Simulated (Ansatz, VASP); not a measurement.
Two plane-wave programs on CsSnBr3

```xyz
5
Lattice="5.8390 0.0000 0.0000 0.0000 5.8390 0.0000 0.0000 0.0000 5.8390" Properties=species:S:1:pos:R:3 pbc="T T T"
Cs    0.0000    0.0000    0.0000
Sn    2.9195    2.9195    2.9195
Br    0.0000    2.9195    2.9195
Br    2.9195    2.9195    0.0000
Br    2.9195    0.0000    2.9195
```

The cell is a database's computed one.

Alike in both runs: functional PBEsol; k mesh 5 × 5 × 5; occupations fermi-dirac, width 0.05 eV; no spin polarisation.

|  | VASP | Ansatz |
| --- | --- | --- |
| version | VASP 6.6.1 | Ansatz 0.2.0 |
| potentials or method | VASP PAW PBE potentials, release 64 (Cs_sv, Sn_d, Br) | Ansatz PAW |
| plane-wave cutoff (eV) | 520 | 420 |
| valence electrons in the cell | 44 | 44 |
| task | single point | band structure |

|  | VASP | Ansatz | Ansatz less VASP |
| --- | --- | --- | --- |
| gap on the k mesh at the Fermi level (eV) | 1.83 | 1.83 | +0.002 |
| least direct gap on the mesh (eV) | 1.83 | 1.83 | +0.002 |
| pressure (GPa) | -0.9 | -0.9 | -0.01 |

The functional is the same, so the differences come from potentials, cutoffs and numerics.

Caveats: spin-orbit coupling is left out, which moves the levels of the heavy elements; the PAW data sets were made with another functional, which shifts forces and pressure a little (VASP); an odd mesh through Γ misses points on the zone boundary, where band edges often lie (VASP); the PAW data sets come from PBE, with cores solved anew for the run's functional, which leaves a small shift of forces and pressure (Ansatz). PBEsol gaps usually lie below the measured ones, often by a third to a half.
